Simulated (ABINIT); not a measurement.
## InP (F-43m): a self-consistent loop beyond G0W0, cycle by cycle

Aim: iterate the self-energy on InP (F-43m) and follow the gap from cycle to cycle.

Program: ABINIT 10.8.3. Level of theory: PBE and many-body steps on it, plane waves. Results are calculated unless marked as measured.

The database entry behind the starting cell differs from later determinations by our own check (0.1 to 0.3 % short, probably kX units), so it need not match the best structure at ambient conditions.

### Step 1. Starting point

Symmetry: F-43m, No. 216, cubic system. Conventional cell: a = 5.861 Å, b = 5.861 Å, c = 5.861 Å, α = 90.00°, β = 90.00°, γ = 90.00°. In has 4 P at 2.54 Å nearest. P has 4 In at 2.54 Å nearest. Farther neighbours are not listed.

The cell and positions come from the Crystallography Open Database and are kept as given unless a step says otherwise.

### Step 2. Empty states on the mesh, 4×4×4 mesh, 46 bands

This step: ABINIT 10.8.3; DFT, PBE, plane waves, norm-conserving pseudopotentials.

The sums over transitions need many empty states on a uniform mesh; this step solves for them.

run.abi reads:

```
acell 3*1.0 Angstrom
rprim 
  -0.000000000000 2.930500000000 2.930500000000
  2.930500000000 -0.000000000000 2.930500000000
  2.930500000000 2.930500000000 -0.000000000000
ntypat 2
znucl 49 15
natom 2
typat 1 2
xred 
  0.000000000000 0.000000000000 0.000000000000
  0.250000000000 0.250000000000 0.250000000000
pp_dirpath "pseudos"
pseudos "In.upf, P.upf"
ecut 31
ngkpt 4 4 4
nshiftk 1
shiftk 0 0 0
kptopt 1
chksymbreak 0
iscf -2
irdden 1
istwfk *1
nband 46
nbdbuf 4
tolwfr 1e-09
nstep 60
prtvol 0
indata_prefix "in"
outdata_prefix "out"
tmpdata_prefix "tmp"
```

The run is started by

```sh
$ OMP_NUM_THREADS=1 mpirun -n 4 abinit run.abi > log
```

Numbers of over 12 decimals in the logs are rounded to 6 here.

What it wrote:

```text
.Version 10.8.3 of ABINIT. v10.8.2 released Aug 2026.

 Symmetries : space group F-4 3 m (#216); Bravais cF (face-center cubic)
[... echo of the input left out ...]
== DATASET  1 ==================================================================
-   mpi_nproc: 4, omp_nthreads: 1 (-1 if OMP is not activated)

--- !DatasetInfo
iteration_state: {dtset: 1, }
dimensions: {natom: 2, nkpt: 8, mband: 46, nsppol: 1, nspinor: 1, nspden: 1, mpw: 2826, }
cutoff_energies: {ecut:  31.0, pawecutdg:  -1.0, }
[...]
1.05086    1.05086    1.07230    1.07230    1.07263    1.07263    1.07263    1.20216
   1.38624    1.40841    1.40841    1.44822    1.44822    1.44822    1.46961    1.54363
   1.54363    1.54363    1.57717    1.57718    1.57718    1.59858
 prteigrs : prtvol=0 or 1, do not print more k-points.

== END DATASET(S) ==============================================================
================================================================================

 -outvars: echo values of variables after computation  --------
            nband          46
             nkpt           8
          spgroup         216
 [... the other variables as echoed above ...]

 Calculation completed.
```

Wall time 8.4 s (4 MPI ranks of Arm Neoverse V2, shared host); peak memory 0.26 GiB; 33 s of CPU time.

This step gave:

* gap: 0.7094 eV
* k of the valence top: 0, 0, 0
* k of the conduction bottom: 0, 0, 0
* least direct gap: 0.7094 eV
* k points computed: 8
* lowest point of the top converged band, above the valence top: 34.88 eV

On this mesh the gap is 0.709 eV.

The density comes from a self-consistent run that is not shown.

### Step 3. Screening, 4×4×4 mesh, 42 bands, screening to 106.1 eV

The RPA dielectric matrix is built and inverted for each q.

This step: RPA screening on PBE, plane waves, norm-conserving pseudopotentials.

run.abi: that of step 2 with these lines changed.

```diff
@@ -20,10 +20,11 @@
 chksymbreak 0
-iscf -2
-irdden 1
 istwfk *1
-nband 46
-nbdbuf 4
-tolwfr 1e-09
-nstep 60
-prtvol 0
+occopt 1
+irdwfk 1
+optdriver 3
+nband 42
+ecuteps 3.9
+inclvkb 2
+awtr 1
+symchi 1
 indata_prefix "in"
```

What it wrote:

```text
.Version 10.8.3 of ABINIT. v10.8.2 released Aug 2026.

 Symmetries : space group F-4 3 m (#216); Bravais cF (face-center cubic)
[... echo of the input left out ...]
== DATASET  1 ==================================================================
-   mpi_nproc: 4, omp_nthreads: 1 (-1 if OMP is not activated)

--- !DatasetInfo
iteration_state: {dtset: 1, }
dimensions: {natom: 2, nkpt: 8, mband: 42, nsppol: 1, nspinor: 1, nspden: 1, mpw: 2826, }
cutoff_energies: {ecut:  31.0, pawecutdg:  -1.0, }
electrons: {nelect:   1.80000000E+01, charge:   0.00000000E+00, occopt:   1.00000000E+00, tsmear:   1.00000000E-02, }

 SCREENING: Calculation of the susceptibility and dielectric matrices

 Based on a program developped by R.W. Godby, V. Olevano, G. Onida, and L. Reining.
 Incorporated in ABINIT by V. Olevano, G.-M. Rignanese, and M. Torrent.
.Using double precision arithmetic ; gwpc =  8

[... cell and pseudopotentials left out ...]
--------------------------------------------------------------------------------

 ==== K-mesh for the wavefunctions ====
 Number of points in the irreducible wedge :     8
[... list of points left out ...]
 Together with 24 symmetry operations and time-reversal symmetry
 yields    64 points in the full Brillouin Zone.

 ==== Q-mesh for the screening function ====
 Number of points in the irreducible wedge :     8
[... list of points left out ...]
 Together with 24 symmetry operations and time-reversal symmetry
 yields    64 points in the full Brillouin Zone.

 setmesh: FFT mesh size selected  =    27x   27x   27
          total number of points  =        19683

 vcoul_init : cutoff-mode = AUXILIARY_FUNCTION
 q-points for optical limit:   1
     1)      0.000010    0.000020    0.000030

- screening: taking advantage of time-reversal symmetry
- Maximum band index for partially occupied states nbvw = 9
- Remaining bands to be divided among processors   nbcw = 33
- Number of bands treated by each node ~8

 Number of electrons calculated from density =   18.0000; Expected =   18.0000
 average of density, n =  0.052993
 r_s =    1.6516
 omega_plasma =   22.2058 [eV]

 calculating chi0 at frequencies [eV] :
  1    0.000000E+00    0.000000E+00
  2    0.000000E+00    2.220578E+01

--------------------------------------------------------------------------------
  q-point number  1        q = ( 0.000000, 0.000000, 0.000000) [r.l.u.]
--------------------------------------------------------------------------------
[... chi0 elements left out ...]
 For q-point:  0.000010 0.000020 0.000030
  dielectric constant =  42.6234
  dielectric constant without local fields =  45.1553

  Average fulfillment of the sum rule on Im[epsilon] for q-point    1 :     46.16  [%]
[... wings left out ...]
  q-point number  2        q = ( 0.250000, 0.000000, 0.000000) [r.l.u.]
--------------------------------------------------------------------------------
[... chi0 elements left out ...]
  Average fulfillment of the sum rule on Im[epsilon] for q-point    2 :     67.32  [%]

 [... 6 further q-points ...]
```

The job ended after 6.1 s (4 MPI ranks; peak memory 0.49 GiB; 24 s of CPU time).

Numbers from this step:

```
ε∞ with local fields, on this mesh, along the program's q direction : 42.62
the same without local fields                                       : 45.16
plasma frequency                                                    : 22.21 eV
plane waves in the screening matrix                                 : 137
```

Local fields lower ε∞ by 6 %. On a Γ-centred mesh this coarse the value itself is usually too large, while a short band sum pulls it down.

### Step 4. G0W0

The self-energy is evaluated for the states that the input lists, and the levels follow from it, in one-shot runs by the linearised quasiparticle equation.

This step: G0W0 on PBE, plane waves, norm-conserving pseudopotentials.

run.abi: that of step 3 with these lines changed.

```diff
@@ -23,8 +23,15 @@
 irdwfk 1
-optdriver 3
+optdriver 4
 nband 42
+gwcalctyp 0
+ecutsigx 31
+symsigma 1
+nkptgw 1
+kptgw 
+  0.0000000000 0.0000000000 0.0000000000
+bdgw 
+  7 13
 ecuteps 3.9
-inclvkb 2
-awtr 1
-symchi 1
+irdscr 1
+ppmodel 1
 indata_prefix "in"
```

What it wrote:

```text
.Version 10.8.3 of ABINIT. v10.8.2 released Aug 2026.

 Symmetries : space group F-4 3 m (#216); Bravais cF (face-center cubic)
[... echo of the input left out ...]
== DATASET  1 ==================================================================
-   mpi_nproc: 4, omp_nthreads: 1 (-1 if OMP is not activated)

--- !DatasetInfo
iteration_state: {dtset: 1, }
dimensions: {natom: 2, nkpt: 8, mband: 42, nsppol: 1, nspinor: 1, nspden: 1, mpw: 2826, }
cutoff_energies: {ecut:  31.0, pawecutdg:  -1.0, }
electrons: {nelect:   1.80000000E+01, charge:   0.00000000E+00, occopt:   1.00000000E+00, tsmear:   1.00000000E-02, }

 SIGMA: Calculation of the GW corrections

 Based on a program developped by R.W. Godby, V. Olevano, G. Onida, and L. Reining.
 Incorporated in ABINIT by V. Olevano, G.-M. Rignanese, and M. Torrent.
.Using double precision arithmetic ; gwpc =  8

[... cell and pseudopotentials left out ...]
--------------------------------------------------------------------------------

 ==== K-mesh for the wavefunctions ====
 Number of points in the irreducible wedge :     8
[... list of points left out ...]
 Together with 24 symmetry operations and time-reversal symmetry
 yields    64 points in the full Brillouin Zone.

 ==== Q-mesh for screening function ====
 Number of points in the irreducible wedge :     8
[... list of points left out ...]
 Together with 24 symmetry operations and time-reversal symmetry
 yields    64 points in the full Brillouin Zone.

 vcoul_init : cutoff-mode = AUXILIARY_FUNCTION
 q-points for optical limit:   1
     1)      0.000010    0.000020    0.000030
 setmesh: FFT mesh size selected  =    40x   40x   40
          total number of points  =        64000

 Number of electrons calculated from density =   18.0000; Expected =   18.0000
 average of density, n =  0.052993
 r_s =    1.6516
 omega_plasma =   22.2058 [eV]

 === KS Band Gaps ===
  >>>> For spin  1
   Minimum direct gap =   0.7094 [eV], located at k-point      :   0.0000  0.0000  0.0000
   Fundamental gap    =   0.7094 [eV], Top of valence bands at :   0.0000  0.0000  0.0000
                                       Bottom of conduction at :   0.0000  0.0000  0.0000
 SIGMA fundamental parameters:
 PLASMON POLE MODEL  1
 number of plane-waves for SigmaX                 2741
 number of plane-waves for SigmaC and W            137
 number of plane-waves for wavefunctions          2741
 number of bands                                    42
 number of independent spin polarizations            1
 number of spinorial components                      1
 number of k-points in IBZ                           8
 number of q-points in IBZ                           8
 number of symmetry operations                      24
 number of k-points in BZ                           64
 number of q-points in BZ                           64
 number of frequencies for dSigma/dE                 9
 frequency step for dSigma/dE [eV]                0.25
 number of omega for Sigma on real axis              0
 max omega for Sigma on real axis  [eV]           0.00
 zcut for avoiding poles [eV]                     0.10

 EPSILON^-1 parameters (SCR file):
 dimension of the eps^-1 matrix on file            137
 dimension of the eps^-1 matrix used               137
 number of plane-waves for wavefunctions          2741
 number of bands                                    42
 number of q-points in IBZ                           8
 number of frequencies                               2
 number of real frequencies                          1
 number of imag frequencies                          1

 matrix elements of self-energy operator (all in [eV])

 Perturbative Calculation

--- !SelfEnergy_ee
iteration_state: {dtset: 1, }
kpoint     : [   0.000,    0.000,    0.000, ]
spin       : 1
KS_gap     :    0.709
QP_gap     :    1.022
Delta_QP_KS:    0.312
data: !SigmaeeData |
     Band     E0 <VxcDFT>   SigX SigC(E0)      Z dSigC/dE  Sig(E)    E-E0       E
        7   4.474 -12.528 -14.199   1.735   0.773  -0.293 -12.478   0.050   4.524
        8   4.474 -12.528 -14.199   1.735   0.773  -0.293 -12.478   0.050   4.524
        9   4.474 -12.528 -14.199   1.735   0.773  -0.293 -12.478   0.050   4.524
       10   5.183 -11.291  -7.493  -3.337   0.787  -0.271 -10.928   0.362   5.545
       11   8.562 -10.216  -6.368  -3.570   0.792  -0.263  -9.996   0.220   8.782
       12   8.562 -10.216  -6.368  -3.570   0.792  -0.263  -9.996   0.220   8.782
       13   8.562 -10.216  -6.368  -3.570   0.792  -0.263  -9.996   0.220   8.782

== END DATASET(S) ==============================================================
================================================================================

 -outvars: echo values of variables after computation  --------
           etotal      0.0000000000E+00
            nband          42
             nkpt           8
          spgroup         216
 [... the other variables as echoed above ...]

 Calculation completed.
```

Run time: 2.7 s. Hardware: 4 MPI ranks; peak memory 0.14 GiB; 10 s of CPU time.

This step gave:

- G0W0 gap on the points computed: 1.021 eV
- starting gap on the mesh: 0.7094 eV
- k of the valence top: 0, 0, 0
- k of the conduction bottom: 0, 0, 0
- Z at the valence top: 0.773
- Z at the conduction bottom: 0.787
- least direct G0W0 gap on the computed points: 1.021 eV

The gap on the mesh goes from 0.71 eV to 1.02 eV, a correction of +0.31 eV.

### Step 5. evGW0, cycle 1

This step: evGW0 on PBE, plane waves, norm-conserving pseudopotentials.

run.abi: that of step 4 with these lines changed.

```diff
@@ -25,10 +25,24 @@
 nband 42
-gwcalctyp 0
+gwcalctyp 10
 ecutsigx 31
 symsigma 1
-nkptgw 1
+nkptgw 8
 kptgw 
   0.0000000000 0.0000000000 0.0000000000
+  0.2500000000 0.0000000000 0.0000000000
+  0.5000000000 0.0000000000 0.0000000000
+  0.2500000000 0.2500000000 0.0000000000
+  0.5000000000 0.2500000000 0.0000000000
+  -0.2500000000 0.2500000000 0.0000000000
+  0.5000000000 0.5000000000 0.0000000000
+  -0.2500000000 0.5000000000 0.2500000000
 bdgw 
-  7 13
+  1 19
+  1 19
+  1 19
+  1 19
+  1 19
+  1 19
+  1 19
+  1 19
 ecuteps 3.9
```

What it wrote:

```text
.Version 10.8.3 of ABINIT. v10.8.2 released Aug 2026.

 Symmetries : space group F-4 3 m (#216); Bravais cF (face-center cubic)
[... echo of the input left out ...]
== DATASET  1 ==================================================================
-   mpi_nproc: 4, omp_nthreads: 1 (-1 if OMP is not activated)

--- !DatasetInfo
iteration_state: {dtset: 1, }
dimensions: {natom: 2, nkpt: 8, mband: 42, nsppol: 1, nspinor: 1, nspden: 1, mpw: 2826, }
cutoff_energies: {ecut:  31.0, pawecutdg:  -1.0, }
electrons: {nelect:   1.80000000E+01, charge:   0.00000000E+00, occopt:   1.00000000E+00, tsmear:   1.00000000E-02, }

 SIGMA: Calculation of the GW corrections

 Based on a program developped by R.W. Godby, V. Olevano, G. Onida, and L. Reining.
 Incorporated in ABINIT by V. Olevano, G.-M. Rignanese, and M. Torrent.
.Using double precision arithmetic ; gwpc =  8

[... cell and pseudopotentials left out ...]
--------------------------------------------------------------------------------

 ==== K-mesh for the wavefunctions ====
 Number of points in the irreducible wedge :     8
[... list of points left out ...]
 Together with 24 symmetry operations and time-reversal symmetry
 yields    64 points in the full Brillouin Zone.

 ==== Q-mesh for screening function ====
 Number of points in the irreducible wedge :     8
[... list of points left out ...]
 Together with 24 symmetry operations and time-reversal symmetry
 yields    64 points in the full Brillouin Zone.

 vcoul_init : cutoff-mode = AUXILIARY_FUNCTION
 q-points for optical limit:   1
     1)      0.000010    0.000020    0.000030
 setmesh: FFT mesh size selected  =    40x   40x   40
          total number of points  =        64000

 Number of electrons calculated from density =   18.0000; Expected =   18.0000
[...]
QP_gap     :    4.648
Delta_QP_KS:    0.568
data: !SigmaeeData |
     Band     E_DFT   <VxcDFT>   E(N-1)  <Hhartree>   SigX  SigC[E(N-1)]    Z     dSigC/dE  Sig[E(N)]  DeltaE  E(N)_pert E(N)_diago
[...]
--- !SelfEnergy_ee
iteration_state: {dtset: 1, }
kpoint     : [  -0.250,    0.500,    0.250, ]
spin       : 1
KS_gap     :    7.206
QP_gap     :    8.106
Delta_QP_KS:    0.900
data: !SigmaeeData |
     Band     E_DFT   <VxcDFT>   E(N-1)  <Hhartree>   SigX  SigC[E(N-1)]    Z     dSigC/dE  Sig[E(N)]  DeltaE  E(N)_pert E(N)_diago
[...]
18    18.988    -8.903    18.988    27.891    -2.746    -5.650     0.725    -0.378    -8.535     0.368    19.356    19.495
       19    21.205   -10.728    21.205    31.933    -3.968    -6.726     0.659    -0.518   -10.706     0.022    21.227    21.239

 New Fermi energy :        1.870844E-01 Ha ,    5.090825E+00 eV
 New Exchange energy :    -7.048927E+00 Ha ,   -1.918111E+02 eV

 === QP Band Gaps ===
  >>>> For spin  1
   Minimum direct gap =   1.1053 [eV], located at k-point      :   0.0000  0.0000  0.0000
   Fundamental gap    =   1.1053 [eV], Top of valence bands at :   0.0000  0.0000  0.0000
                                       Bottom of conduction at :   0.0000  0.0000  0.0000

 writing QP data on file : out_QPS

 Convergence of QP corrections
 >>>>> For spin  1 <<<<<
.  kptgw no:  1; Maximum DeltaE = (   2.635   0.005) for band index:  4
.  kptgw no:  2; Maximum DeltaE = (   2.623   0.008) for band index:  4
.  kptgw no:  3; Maximum DeltaE = (   2.632   0.000) for band index:  5
[...]
.  kptgw no:  7; Maximum DeltaE = (   2.665   0.007) for band index:  5
.  kptgw no:  8; Maximum DeltaE = (   2.629   0.001) for band index:  5

== END DATASET(S) ==============================================================
================================================================================

 -outvars: echo values of variables after computation  --------
           etotal      0.0000000000E+00
            nband          42
             nkpt           8
          spgroup         216
 [... the other variables as echoed above ...]

 Calculation completed.
```

It took 34 s on 4 MPI ranks; peak memory 1.1 GiB.

Numbers from this step:

```
quasiparticle gap on the mesh                         : 1.105 eV
gap of the density functional on the mesh             : 0.7094 eV
k of the valence top                                  : 0, 0, 0
k of the conduction bottom                            : 0, 0, 0
Z at the valence top                                  : 0.773
Z at the conduction bottom                            : 0.787
least direct quasiparticle gap on the computed points : 1.105 eV
```

Against G0W0 in ABINIT (4×4×4 mesh, 42 bands, screening to 106.1 eV, Godby-Needs plasmon pole), the gap moves by +0.084 eV. This first cycle still uses the starting levels; it takes the full correction, at all points of the mesh, and its linearised value is 1.021 eV.

### Step 6. evGW0, cycle 2

The corrected levels of the last cycle go back in.

run.abi: that of step 5 with these lines changed.

```diff
@@ -50,2 +50,3 @@
 ppmodel 1
+irdqps 1
 indata_prefix "in"
```

What it wrote:

```text
.Version 10.8.3 of ABINIT. v10.8.2 released Aug 2026.

 Symmetries : space group F-4 3 m (#216); Bravais cF (face-center cubic)
[... echo of the input left out ...]
== DATASET  1 ==================================================================
-   mpi_nproc: 4, omp_nthreads: 1 (-1 if OMP is not activated)

--- !DatasetInfo
iteration_state: {dtset: 1, }
dimensions: {natom: 2, nkpt: 8, mband: 42, nsppol: 1, nspinor: 1, nspden: 1, mpw: 2826, }
cutoff_energies: {ecut:  31.0, pawecutdg:  -1.0, }
[...]
.  kptgw no:  3; Maximum DeltaE = (  -0.149  -0.000) for band index:  1
[...]
.  kptgw no:  7; Maximum DeltaE = (  -0.186   0.003) for band index:  1
.  kptgw no:  8; Maximum DeltaE = (  -0.178  -0.000) for band index:  1

== END DATASET(S) ==============================================================
================================================================================

 -outvars: echo values of variables after computation  --------
           etotal      0.0000000000E+00
            nband          42
             nkpt           8
          spgroup         216
 [... the other variables as echoed above ...]

 Calculation completed.
```

Elapsed: 35 s, on 4 MPI ranks; peak memory 1.1 GiB.

Numbers from this step:

| Property | Result |
| --- | --- |
| quasiparticle gap on the mesh | 1.067 eV |
| gap of the density functional on the mesh | 0.7094 eV |
| k of the valence top | 0, 0, 0 |
| k of the conduction bottom | 0, 0, 0 |
| least direct quasiparticle gap on the computed points | 1.067 eV |

Against the cycle before, the gap moves by −0.038 eV.

[end of part 1 of 2]

[Paths, hosts, dates, memory and timing lines, banners, echoed tables and standing remarks are left out of the program output.]

[Logs are printed without paths, hosts, clocks, repeated set-up lines and the standing remarks that a program may print on its own settings, such as how far it seeks lower states.]

[Runs of the session that timed out or met a known fault of the program may be left out.]

[Hosts, paths, dates, database ids (printed as entryN), source tags and the programs' standing remarks are cut or masked in the printed files.]

[G0W0 gaps are taken among the corrected bands and points alone; a level outside them can change the order at an edge.]

[Where Ansatz stands beside ABINIT at settings called matched, ABINIT's density can come from a denser mesh and the files from another edition; pairs whose starting gaps differed by over 0.03 eV were left out, so agreement reads better than it is.]
